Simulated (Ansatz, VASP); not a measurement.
# W: VASP beside Ansatz

File INCAR:

```
PREC = Accurate ; ENCUT = 520
EDIFF = 1E-7 ; ISMEAR = -1
SIGMA = 0.1 ; LREAL = F
LASPH = T ; NELM = 60
ALGO = Normal ; ISIF = 2
LWAVE = F ; LCHARG = F
GGA = RP ; NBANDS = 13
```

KPOINTS

```
regular mesh
0
Gamma
  23 23 23
```

File POSCAR:

```
W
1.0
   -1.6403085965      1.6403085965      1.6403085965
    1.6403085965     -1.6403085965      1.6403085965
    1.6403085965      1.6403085965     -1.6403085965
W
1
Direct
    0.0000000000      0.0000000000      0.0000000000
```

Input for Ansatz:

```yaml
crystal:
  lattice:
    - [-1.6403085965, 1.6403085965, 1.6403085965]
    - [1.6403085965, -1.6403085965, 1.6403085965]
    - [1.6403085965, 1.6403085965, -1.6403085965]
  atoms:
    - { symbol: W, position: [0.0, 0.0, 0.0] }
hamiltonian:
  xc: rpbe
  pseudopotentials:
    kind: paw
    azcp:
      W: "pseudopotentials/W.paw.azcp"
basis:
  ecutwfc: 420
  fft_grid_basis: typed
kpoints:
  mp_grid: { grid: [23, 23, 23], shift: [0, 0, 0] }
magnetization:
  spin_polarized: false
scf:
  occupations: { method: fermi_dirac, width: 0.1 }
output:
  stress: true
```

Alike in both runs: task single point; functional RPBE; k mesh 23 × 23 × 23; occupations fermi-dirac, width 0.1 eV; no spin polarisation.

|  | VASP | Ansatz |
| --- | --- | --- |
| version | VASP 6.6.1 | Ansatz 0.2.0 |
| potentials or method | VASP PAW PBE potentials, release 64 (W_sv) | plane waves (420 eV) with PAW, scalar-relativistic |
| plane-wave cutoff (eV) | 520 | 420 |
| valence electrons in the cell | 14 | 14 |

|  | VASP | Ansatz | Ansatz less VASP |
| --- | --- | --- | --- |
| pressure (GPa) | -19.1 | -19.3 | -0.23 |

Caveats: so large a pressure means that the cell lies far from this level's equilibrium, or that cutoff or potentials fall short (VASP); the potentials were made for another functional, which shifts forces and pressure (VASP). Spin-orbit coupling is left out, which matters for the levels of W.
